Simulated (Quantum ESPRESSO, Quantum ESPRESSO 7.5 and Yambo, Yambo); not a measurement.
# AlAs (F-43m): G0W0 with and without spin-orbit coupling

Is the spin-orbit change of the gap of AlAs (F-43m) the same in DFT and in GW?

Calculated with Quantum ESPRESSO 7.5 and Yambo 5.3.0; PBE and many-body steps on it, plane waves.

**Experimental background.**

- Gap 3.018 eV: lowest direct gap at Gamma; earlier measurement quoted from literature, technique not stated; 300 K; bulk crystal (pure AlAs, literature value used as model input) (quoted in “Simultaneous Measurement of Mid-Infrared Refractive Indices in Thin-Film Heterostructures: Methodology and Results for GaAs/AlGaAs”, 2023, arxiv:2301.08293).

## 1. The starting structure

Symmetry: F-43m, No. 216, cubic system. Conventional cell: a = 5.661 Å, b = 5.661 Å, c = 5.661 Å, α = 90.00°, β = 90.00°, γ = 90.00°. Nearest to Al lie 4 As at 2.45 Å. Nearest to As lie 4 Al at 2.45 Å. Farther neighbours are not listed.

The cell and positions come from the Crystallography Open Database and are kept as given unless a step says otherwise.

## 2. Empty states on the mesh, 4×4×4 mesh, 231 bands

This step: Quantum ESPRESSO 7.5; DFT, PBE, plane waves, norm-conserving pseudopotentials.

The sums over transitions need many empty states on a uniform mesh; this step solves for them.

pw.in

```
&control
  calculation = 'nscf'
  prefix = 'x'
  outdir = 'o'
  pseudo_dir = 'pseudo'
/
&system
  ibrav = 0
  nat = 2
  ntyp = 2
  ecutwfc = 100.0
  nbnd = 231
  force_symmorphic = .true.
/
&electrons
  conv_thr = 1e-9
  electron_maxstep = 80
  diago_full_acc = .true.
  diago_thr_init = 5e-6
/
ATOMIC_SPECIES
  Al 26.982 Al.upf
  As 74.922 As.upf
CELL_PARAMETERS angstrom
  0.0000000000 2.8304000000 2.8304000000
  2.8304000000 0.0000000000 2.8304000000
  2.8304000000 2.8304000000 -0.0000000000
ATOMIC_POSITIONS crystal
  Al 0.0000000000 0.0000000000 0.0000000000
  As 0.2500000000 0.2500000000 0.2500000000
K_POINTS automatic
  4 4 4 0 0 0
```

The run is started by

```console
$ OMP_NUM_THREADS=1 mpirun -n 4 pw.x -nk 4 -in pw.in > pw.out
```

What it wrote:

```text
Program PWSCF v.7.5 starts

     This program is part of the open-source Quantum ESPRESSO suite
     for quantum simulation of materials; please cite
         "P. Giannozzi et al., J. Phys.:Condens. Matter 21 395502 (2009);
         "P. Giannozzi et al., J. Phys.:Condens. Matter 29 465901 (2017);
         "P. Giannozzi et al., J. Chem. Phys. 152 154105 (2020);
     in publications or presentations arising from this work. More details at

     Atomic positions and unit cell read from directory:
     o/x.save/

     Message from routine setup:
[...]
67.3176  69.4646  69.4646  69.7698  70.2946  70.2946  71.7273  72.7774
     [... 17 further rows ...]
   153.4083 153.4083 153.6515 155.3896 155.3896 155.4229 156.6330 156.6330
   157.2771 157.9521 158.8391 158.8391 159.3755 159.3755 160.2785

          k = 0.3536 0.0000 0.0000 (  5105 PWs)   bands (ev):

     [... further k-points ...]

     highest occupied, lowest unoccupied level (ev):     6.9991    8.4373

     XML data file, pseudopotentials, collected wavefunctions

=------------------------------------------------------------------------------=
   JOB DONE.
=------------------------------------------------------------------------------=
```

Wall time 27 s (4 MPI ranks of Arm Neoverse V1, shared host); peak memory 0.62 GiB; 1.8 min of CPU time.

This step gave:

- gap: 1.438 eV
- k of the valence top: 0, 0, 0
- k of the conduction bottom: 0, -0.5, -0.5
- least direct gap: 2.050 eV
- k points computed: 8
- lowest point of the top converged band, above the valence top: 153.2794 eV

On this mesh the gap is 1.438 eV.

The density comes from a self-consistent run that is not shown.

## 3. Conversion and set-up

This step: Yambo 5.3.0; conversion and set-up on PBE, plane waves, norm-conserving pseudopotentials.

The states are converted to the many-body program's format and the q mesh is built.

The run is started by

```console
$ (cd o/x.save; p2y > p2y.log; mv SAVE ../..); yambo > setup.log
```

What it wrote:

```text
 Yambo, version 5.3.0

 [02] CORE Variables Setup
 =========================

  [02.01] Unit cells
  ==================

  Cell kind             :  FCC
  Atoms in the cell     :  Al  As
  number of Al atoms    :  1
  number of As atoms    :  1

  List of atomic masses
  Mass of Al    :  26.98200
  Mass of As    :  74.92200

  List of atomic coordinates    : [cc]
  Al1       :  0.000000  0.000000  0.000000  order 1
  As1       :  2.674340  2.674340  2.674340  order 2

  Alat factors          :  5.348681  5.348681  5.348681 [a.u.]
  Direct lattice volume :  306.0343 [a.u.]
[...]
==========================================

 IBZ Q-points                                      :   8
 BZ  Q-points                                      :   64

 K/Q-points units:
 rlu = crystal or reduced units; cc = cartesian coordinates; iku = interal k-units

 Q [1]          [rlu]:  0.000000  0.000000  0.000000
 Q [2]          [rlu]:  0.81056E-17  0.81056E-17  0.25000
 Q [3]          [rlu]: -0.16211E-16 -0.16211E-16 -0.50000
[...]
Q [7]          [rlu]:  0.19445E-16 -0.50000     -0.50000
 Q [8]          [rlu]:  0.250000 -0.500000 -0.250000

  [03.01] X indexes
  =================

   [03.01.01] Sigma indexes
   ========================

 [06] Game Over & Game summary
```

Wall time 3.1 s (1 MPI rank); peak memory 0.25 GiB.

## 4. Scalar-relativistic

Now the one-shot GW correction: screening in the RPA, then the self-energy of the levels asked for.

This step: G0W0 on PBE, plane waves, norm-conserving pseudopotentials.

gw1.in

```
HF_and_locXC
gw0
dyson
ppa
em1d
rim_cut
RandQpts= 1000000
RandGvec= 1 RL
EXXRLvcs= 100 Ry
VXCRLvcs= 400 Ry
Chimod= "HARTREE"
% BndsRnXp
 1 | 231 |
%
NGsBlkXp= 17 Ry
% LongDrXp
 1 | 1 | 1 |
%
% GbndRnge
 1 | 231 |
%
DysSolver= "n"
ExtendOut
PPAPntXp= 27.21138 eV
% QPkrange
 1 | 1 | 12 | 15 |
 7 | 7 | 12 | 15 |
%
```

The run is started by

```console
$ OMP_NUM_THREADS=1 mpirun -n 4 yambo -F gw1.in -J gw1 -C gw1 > gw1.log
```

What it wrote:

```text
 Yambo, version 5.3.0

 [02] CORE Variables Setup
 =========================

  [... cell, symmetries and grids as in the set-up ...]

  [02.05] Energies & Occupations
  ==============================

  [X] === General ===
  [X] Electronic Temperature                        :  0.000000  0.000000 [eV K]
  [X] Bosonic    Temperature                        :  0.000000  0.000000 [eV K]
  [X] Finite Temperature mode                       : no
  [X] El. density                                   :  0.57332E+24 [cm-3]
  [X] Fermi Level                                   :  6.999082 [eV]

  [X] === Gaps and Widths ===
  [X] Conduction Band Min                           :  1.438227 [eV]
  [X] Valence Band Max                              :  0.000000 [eV]
  [X] Filled Bands                                  :  13
  [X] Empty Bands                                   :   14  231
  [X] Direct Gap                                    :  2.050208 [eV]
  [X] Direct Gap localized at k                     :  1
  [X] Indirect Gap                                  :  1.438227 [eV]
  [X] Indirect Gap between kpts                     :   1   7
  [X] Last valence band width                       :  2.822586 [eV]
  [X] 1st conduction band width                     :  2.893526 [eV]

 [03] Transferred momenta grid and indexing
 ==========================================

 IBZ Q-points                                      :   8
 BZ  Q-points                                      :   64

 K/Q-points units:
 rlu = crystal or reduced units; cc = cartesian coordinates; iku = interal k-units

 Q [1]          [rlu]:  0.000000  0.000000  0.000000
 Q [2]          [rlu]:  0.81056E-17  0.81056E-17  0.25000
 Q [3]          [rlu]: -0.16211E-16 -0.16211E-16 -0.50000
 Q [4]          [rlu]: -0.97223E-17  0.25000      0.25000
 Q [5]          [rlu]:  0.15221E-16  0.25000      0.50000
 Q [6]          [rlu]: -0.71722E-16  0.25000     -0.25000
 Q [7]          [rlu]:  0.19445E-16 -0.50000     -0.50000
 Q [8]          [rlu]:  0.250000 -0.500000 -0.250000

 [04] Coloumb potential Random Integration (RIM)
 ===============================================

  [04.01] RIM initialization
  ==========================

  * Diagonal components only detected *

  8 x (sBL volume)        :  0.101316 [a.u.]
  sBZ random points       :  1000000
  Points outside the sBZ  :   7968281
  RL volume               :  0.810531 [a.u.]
  Integrated volume       :  0.813757 [a.u.]

  [04.02] RIM integrals
  =====================

  Gamma point sphere radius             :  0.084562 [a.u.]
  Points outside the sphere             :   800476
  [Int_sBZ(q=0) 1/q^2]*(Vol_sBZ)^(-1/3) =:  7.776341
                                 should be <:  7.795600

  Summary of Coulomb integrals for non-metallic bands |Q|[au] RIM/Bare

  Q [1] 0.100000E-4 0.997530 * Q [2] 0.254334 1.068862
  Q [4] 0.293679 1.067204 * Q [6] 0.415325 1.029264
  Q [5] 0.487012 1.022872 * Q [3] 0.508667 1.020326
  Q [7] 0.587358 1.017560 * Q [8] 0.656687 1.014592

 [05] Dipoles
 ============

  [05.01] Setup: observables and procedures
  =========================================

 [06] Dynamic Dielectric Matrix (PPA)
 ====================================

 [WR./gw1//ndb.pp]---------------------------------------------------------------
  Brillouin Zone Q/K grids (IBZ/BZ)                :    8   64    8   64
  RL vectors                                       :   6183 [WF]
  Coulomb cutoff potential                         : none
  Electronic Temperature                           :  0.000000 [K]
  Bosonic    Temperature                           :  0.000000 [K]
  PPA    diel. fun.  energies                      : Perdew, Burke & Ernzerhof(X)+Perdew, Burke & Ernzerhof(C)
  wavefunctions                                    : Perdew, Burke & Ernzerhof(X)+Perdew, Burke & Ernzerhof(C)
  Global Gauge                                     : length
  X matrix size                                    :   387
  X band range                                     :    1  231
  X e/h energy range                               : -1.000000 -1.000000 [eV]
  X Time ordering                                  : R
  X Hxc Kernel                                     : HARTREE
  X Drude frequency                                :  0.000000  0.000000
  X poles                                          :  100.0000 [o/o]
  RL vectors in the sum                            :   6183
  [r,Vnl] included                                 : yes
  Field direction                                  :  0.577350E-5  0.577350E-5  0.577350E-5
  BZ energy Double Grid                            : no
  BZ energy DbGd points                            : 0
  BZ Q point size factor                           : -1.000000
  X Optical Averaged directions                    : none

 [07] Local Exchange-Correlation + Non-Local Fock
 ================================================

 [VXC] Plane waves :   41151
 [EXS] Plane waves :   5161

 QP @ state[ 1 ] K range:  1  1
 QP @ state[ 1 ] b range:  12  15
 QP @ state[ 2 ] K range:   7   7
 QP @ state[ 2 ] b range:  12  15

 [xc] Functional : Perdew, Burke & Ernzerhof(X)+Perdew, Burke & Ernzerhof(C)
 [xc] LIBXC used to calculate xc functional
  PP Number of Atomic Species                      :  2
  NLCC RL compoments                               :   41151
  PP Number of Atomic Species                      :  2
  NLCC RL compoments                               :   41151

 [xc] E_xc :  -24.76065 [Ha]
      E_xc :  -49.52129 [Ry]

  Local XC kind (lXC) : Perdew, Burke & Ernzerhof(X)+Perdew, Burke & Ernzerhof(C)
  Non-Local XC kind (nlXC) : Hartree-Fock

  Corrections @ K [1] :  [eV]
 <12|nlXC|12> = -14.93169 -0.10917E-17 <12|lXC|12> = -13.05898  0.000000
 <13|nlXC|13> = -14.93157  0.11148E-16 <13|lXC|13> = -13.05898  0.000000
 <14|nlXC|14> = -7.748134 -0.24280E-17 <14|lXC|14> = -11.86046  0.000000
 <15|nlXC|15> = -5.132624  0.21118E-17 <15|lXC|15> = -9.566489  0.26552E-16

  Corrections @ K [7] :  [eV]
 <12|nlXC|12> = -14.37580  0.57421E-17 <12|lXC|12> = -11.61168 -0.33043E-15
 <13|nlXC|13> = -14.37576 -0.13905E-16 <13|lXC|13> = -11.61168 -0.14161E-15
 <14|nlXC|14> = -4.804412  0.29381E-17 <14|lXC|14> = -8.425286  0.25077E-16
 <15|nlXC|15> = -5.313114  0.14762E-17 <15|lXC|15> = -9.143181 -0.18882E-15

 [08] Dyson equation: Newton solver
 ==================================

  [08.01] G0W0 (W PPA)
  ====================

  [  GW  ] Bands range     :    1  231
  [GW/PPA] G damping       :  0.100000 [eV]

  QP @ state[ 1 ] K range:  1  1
  QP @ state[ 1 ] b range:  12  15
  QP @ state[ 2 ] K range:   7   7
  QP @ state[ 2 ] b range:  12  15

   Sc/G bands                                       :    1  231
   Sc/G damping                                     :  0.100000 ev
   Sc bands terminator                              : no
   Sx RL components                                 :   5161

   QP @ state[ 1 ] K range                          :  1  1
   QP @ state[ 1 ] b range                          :  12  15
   QP @ state[ 2 ] K range                          :   7   7
   QP @ state[ 2 ] b range                          :  12  15
   GF energies kind                                 : Perdew, Burke & Ernzerhof(X)+Perdew, Burke & Ernzerhof(C)
   GF WF`s kind                                     : Perdew, Burke & Ernzerhof(X)+Perdew, Burke & Ernzerhof(C)
   Xs energies kind                                 : Perdew, Burke & Ernzerhof(X)+Perdew, Burke & Ernzerhof(C)
   Xs WF`s kind                                     : Perdew, Burke & Ernzerhof(X)+Perdew, Burke & Ernzerhof(C)

 [11] Game Over & Game summary
```

Wall time 5.4 min (4 MPI ranks); peak memory 2 GiB; 22 min of CPU time.

This step gave:

```yaml
g0w0_gap_on_the_points_computed: 2.048 eV
starting_gap_on_the_mesh: 1.438 eV
k_of_the_valence_top: 0, 0, 0
k_of_the_conduction_bottom: 0, -0.5, -0.5
least_direct_g0w0_gap_on_the_computed_points: 2.845 eV
z_at_the_valence_top: 0.7873
z_at_the_conduction_bottom: 0.8044
```

The gap on the mesh goes from 1.44 eV to 2.05 eV, a correction of +0.61 eV.

## 5. Empty states on the mesh, 4×4×4 mesh, 462 bands

This step: Quantum ESPRESSO 7.5; DFT, PBE with spin-orbit coupling, plane waves, norm-conserving pseudopotentials.

Changes to pw.in since step 2:

```diff
@@ -11,4 +11,6 @@
   ecutwfc = 100.0
-  nbnd = 231
+  nbnd = 462
   force_symmorphic = .true.
+  noncolin = .true.
+  lspinorb = .true.
 /
```

The run is started by

```console
$ OMP_NUM_THREADS=1 mpirun -n 4 pw.x -nk 4 -in pw.in > pw.out
```

What it wrote:

```text
[banner, memory and clock lines left out]
Program PWSCF v.7.5 starts

     Atomic positions and unit cell read from directory:
     o/x.save/

     Message from routine setup:
     using ibrav=0 with symmetry is DISCOURAGED, use correct ibrav instead

     G-vector sticks info

     bravais-lattice index     =            0
     lattice parameter (alat)  =       7.5642  a.u.
     unit-cell volume          =     306.0343 (a.u.)^3
     number of atoms/cell      =            2
     number of atomic types    =            2
     number of electrons       =        26.00
[...]
161.8403 161.8403 162.3019 162.3019 162.3037 162.3064

          k =-0.3536-0.3536 0.3536 (  5168 PWs)   bands (ev):

  -176.9150-176.9150-123.7114-123.7114-118.6899-118.6899-118.6899-118.6899
[...]
39.2427  39.2427  39.2687  39.2687  39.4793  39.4793  39.4880  39.4880
     [... 46 further rows ...]
   157.2792 157.2792 157.9529 157.9529 158.8398 158.8398 158.8399 158.8399
   159.3748 159.3748 159.3787 159.3787 160.2794 160.2794

          k = 0.3536 0.0000 0.0000 (  5105 PWs)   bands (ev):

     [... further k-points ...]

     highest occupied, lowest unoccupied level (ev):     7.0998    8.4393

     XML data file, pseudopotentials, collected wavefunctions
```

The job ended after 2.9 min (4 MPI ranks; peak memory 1.9 GiB; 11 min of CPU time).

Numbers from this step:

| Property | Result |
| --- | --- |
| gap | 1.339 eV |
| k of the valence top | 0, 0, 0 |
| k of the conduction bottom | 0, -0.5, -0.5 |
| least direct gap | 1.955 eV |
| k points computed | 8 |
| lowest point of the top converged band, above the valence top | 153.1796 eV |

On this mesh the gap is 1.339 eV.

The density comes from a self-consistent run that is not shown, made with spin-orbit coupling and fully relativistic files.

(Continued in part 2 of 2.)

[Paths, hosts, dates, memory and timing lines, banners, echoed tables and standing remarks are left out of the program output.]

[Logs are printed without paths, hosts, clocks, repeated set-up lines and the standing remarks that a program may print on its own settings, such as how far it seeks lower states.]

[Runs of the session that timed out or met a known fault of the program may be left out.]

[Hosts, paths, dates, database ids (printed as entryN), source tags and the programs' standing remarks are cut or masked in the printed files.]
